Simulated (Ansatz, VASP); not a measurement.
# WC: VASP beside Ansatz

```
W C
1.0
     0.00000    1.86281    1.86281
     1.86281    0.00000    1.86281
     1.86281    1.86281    0.00000
W C
1 1
Direct
  0.00000 0.00000 0.00000
  0.50000 0.50000 0.50000
```

Change from the starting cell: volume scaled by 0.64, PAW files.

Alike in both runs: task single point; functional LDA; k mesh 17 × 17 × 17; occupations fermi-dirac, width 0.1 eV; no spin polarisation.

|  | VASP | Ansatz |
| --- | --- | --- |
| version | VASP 6.6.1 | Ansatz 0.2.0 |
| potentials or method | VASP PAW LDA potentials, release 64 (W_sv, C) | PAW with Ansatz's default frozen-core files, scalar-relativistic |
| plane-wave cutoff (eV) | 520 | 420 |
| valence electrons in the cell | 18 | 18 |

```tsv
	VASP	Ansatz	Ansatz less VASP
pressure (GPa)	471.8	459.6	-12.23
```

Caveats: the cell as given lies far from equilibrium; so large a pressure means that the cell lies far from this level's equilibrium, or that cutoff or potentials fall short (VASP). The runs have no spin-orbit coupling, so splittings on W are missing.
